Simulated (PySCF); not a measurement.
Reproducing measurements on urea

**Experimental background.**

CORE65 (Golze, Keller, Rinke, J. Phys. Chem. Lett. 2020, 11, 1840), as tabulated in Jana, Herbert, J. Chem. Phys. 2023, 158, 094111, SI lists, for the gas: O 1s binding energy of O4 537.19 eV; N 1s binding energy of N1/N3 406.09 eV; C 1s binding energy of C2 294.84 eV.

The results are set against them at the end.

Compound: urea, CH4N2O.
SMILES with atom numbers: `[NH2:1][C:2]([NH2:3])=[O:4]` (hydrogens: H5, H6 on N1; H7, H8 on N3)

Structure used (PBE0-D3(BJ)/def2-TZVP), in Å, numbered top down from 1:
```
atom  x, y, z in Å
N1     1.1185    0.3066    0.2414
C2    -0.1997    0.4415   -0.1297
N3    -0.9079   -0.7389   -0.1340
O4    -0.6948    1.5067   -0.4261
H5     1.5711    1.1823    0.4420
H6     1.3704   -0.4556    0.8477
H7    -0.4078   -1.5971   -0.2935
H8    -1.7977   -0.6693   -0.5981
```

The PySCF runs (gas phase, on this PBE0-D3(BJ)/def2-TZVP geometry; non-relativistic but for the core-level run):

```
                                                                          level                            job  basis functions  wall time
delta-SCF UKS SCAN, pcX-3 on the ionised atom, pcseg-2 elsewhere, spin-free X2C  ΔSCF core ionisation, 3 holes              230       27 s
```

Hardware: an Arm Neoverse V1 with one thread (shared host).

## Comparison

**Core binding energies.** Delta-SCF UKS SCAN, pcX-3 on the ionised atom, pcseg-2 elsewhere, spin-free X2C in PySCF 2.14.0.

```csv
level and atom,computed (eV),measured (eV),computed − measured (eV)
"O 1s, O4",536.91,537.19,-0.28
"N 1s, N1/N3",406.03,406.09,-0.06
"C 1s, C2",294.68,294.84,-0.16
```

Sources, in the order of the opening: CORE65 (Golze, Keller, Rinke, J. Phys. Chem. Lett. 2020, 11, 1840), as tabulated in Jana, Herbert, J. Chem. Phys. 2023, 158, 094111, SI. Against the first value of each row the mean signed difference is -0.17 eV and the largest in size -0.28 eV. The computed values are vertical, without vibrational structure; measured positions hang on the energy calibration. The first atom of each set that the bonding makes equivalent was ionised and stands for the set.

The geometry is computed, not the measured one. Where a level misses, the cause wasn't examined.
